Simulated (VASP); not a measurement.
Set up this calculation in VASP 6.6.1, as the native input.

```yaml
Task: relaxation of cell and atoms
Functional: HF
Potentials_or_basis: VASP PAW PBE potentials, release 64 (C)
Cutoff: 600 eV
k_mesh: 7 × 7 × 7
Occupations: fermi-dirac, width 0.05 eV
Spin: no spin polarisation
Grid_for_exact_exchange_PRECFOCK: Fast
Exchange_at_q_=_0: truncated
Further_INCAR_settings: ALGO = Normal; EDIFF = 1e-06; IBRION = 2; EDIFFG = -0.01; NSW = 40; ISIF = 3
```

C:

```
CELL_PARAMETERS angstrom
0.00000 1.78337 1.78337
1.78337 0.00000 1.78337
1.78337 1.78337 0.00000
ATOMIC_POSITIONS crystal
C 0.75000 0.75000 0.75000
C 0.50000 0.50000 0.50000
```

This isn't the form of C at room conditions, which is graphite.

These files were run (other wordings do the same):

POSCAR

```
C
1.0
    0.0000000000      1.7833700000      1.7833700000
    1.7833700000      0.0000000000      1.7833700000
    1.7833700000      1.7833700000      0.0000000000
C
2
Direct
    0.7500000000      0.7500000000      0.7500000000
    0.5000000000      0.5000000000      0.5000000000
```

INCAR.step1

```
PREC     = Accurate       # precision mode
ENCUT    = 600            # plane-wave cutoff, eV
EDIFF    = 1E-5           # SCF threshold, eV
ISMEAR   = -1             # smearing method
SIGMA    = 0.05           # smearing width, eV
LREAL    = F              # projectors in reciprocal space
LASPH    = T              # aspherical terms in the spheres
NELM     = 80             # most SCF steps
ALGO     = Normal         # electronic algorithm
LWAVE    = T              # write WAVECAR
LCHARG   = F              # write CHGCAR
GGA      = PE             # functional
```

INCAR.step2

```
PREC     = Accurate       # precision mode
ENCUT    = 600            # plane-wave cutoff, eV
EDIFF    = 1E-6           # SCF threshold, eV
ISMEAR   = -1             # smearing method
SIGMA    = 0.05           # smearing width, eV
LREAL    = F              # projectors in reciprocal space
LASPH    = T              # aspherical terms in the spheres
NELM     = 80             # most SCF steps
ALGO     = Normal         # electronic algorithm
ISIF     = 3              # what is computed and relaxed
LWAVE    = F              # write WAVECAR
LCHARG   = F              # write CHGCAR
GGA      = PE             # functional
LHFCALC  = T              # exact exchange
AEXX     = 1.0            # exact-exchange fraction
ALDAC    = 0.0          
AGGAC    = 0.0          
PRECFOCK = Fast         
HFRCUT   = -1           
IBRION   = 2              # ionic algorithm
NSW      = 40             # ionic steps
EDIFFG   = -0.01          # ionic threshold
ISTART   = 1
```

KPOINTS

```
Automatic mesh
0
Gamma
  7 7 7
```

Potentials or basis: VASP PAW PBE potentials, release 64 (C).

The run is started by

```bash
$ cat potpaw_PBE.64/C/POTCAR > POTCAR
$ cp INCAR.step1 INCAR
$ mpirun -np 1 vasp_std > vasp.out
$ cp INCAR.step2 INCAR
$ mpirun -np 1 vasp_std > vasp.out
```

Results of the run:

The relaxed volume is 5.60 Å³/atom. The relaxed cell is a = 2.511 Å, b = 2.511 Å, c = 2.511 Å, α = 60.00°, β = 60.00°, γ = 60.00°. The space group after relaxing (to 0.05 Å) is Fd-3m (No. 227), the energy gained by relaxing is 1.5 meV/atom and the ionic steps are 3. The pressure after relaxing is 0.0 GPa and the band gap on the k mesh is 12.75 eV, indirect (least direct gap 14.82 eV).

Caveat: the k mesh is coarse (spacing up to 0.44 Å⁻¹), so the values aren't converged, least of all with exact exchange; the PAW data sets were made with another functional, which shifts forces and pressure a little; an odd mesh through Γ misses points on the zone boundary, where band edges often lie.

It took 5.4 min on 1 thread of Intel(R) Xeon(R) Platinum 8559C (Emerald Rapids), with other jobs on the host, peak memory 0.12 GiB.
